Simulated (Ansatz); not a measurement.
Te2Mo, a slab with vacuum:

```
Te Mo
1.0
     3.56138    0.00000    0.00000
    -1.78069    3.08425    0.00000
     0.00000    0.00000   38.99027
Te Mo
8 4
Direct
  0.33333 0.66667 0.32822
  0.33333 0.66667 0.95182
  0.66667 0.33333 0.14008
  0.66667 0.33333 0.76363
  0.66667 0.33333 0.04818
  0.66667 0.33333 0.67178
  0.33333 0.66667 0.23637
  0.33333 0.66667 0.85992
  0.66667 0.33333 0.28234
  0.66667 0.33333 0.90586
  0.33333 0.66667 0.09414
  0.33333 0.66667 0.71766
```

Base run:

* Program: Ansatz 0.2.0
* Functional: PBEsol
* Potentials or basis: Ansatz PAW
* Cutoff: 420 eV (not typed: the program's choice for these potentials)
* k mesh: 7 × 7 × 1
* Occupations: fermi-dirac, width 0.05 eV
* Spin: no spin polarisation
* Hubbard terms: Mo d U = 5 eV

Its results: band gap on the k mesh 1.11 eV, indirect (least direct gap 1.15 eV); largest force 0.272 eV/Å.

**Question.** The run is repeated on the same cell with these changes: hubbard terms from Mo d U = 5 eV to Mo d U = 6 eV. What comes out?

**Answer.** Band gap on the k mesh 0.94 eV, direct; largest force 0.316 eV/Å.

Caveats: odd divisions of the mesh miss points on the zone boundary, where band edges often lie, so the gap on the mesh can be too wide; spin-orbit coupling is left out, which moves the levels of the heavy elements; the PAW data sets come from PBE, with cores solved anew for the run's functional, which leaves a small shift of forces and pressure; the U is typed as a test and isn't derived for this compound.

A k mesh can miss the band edges.
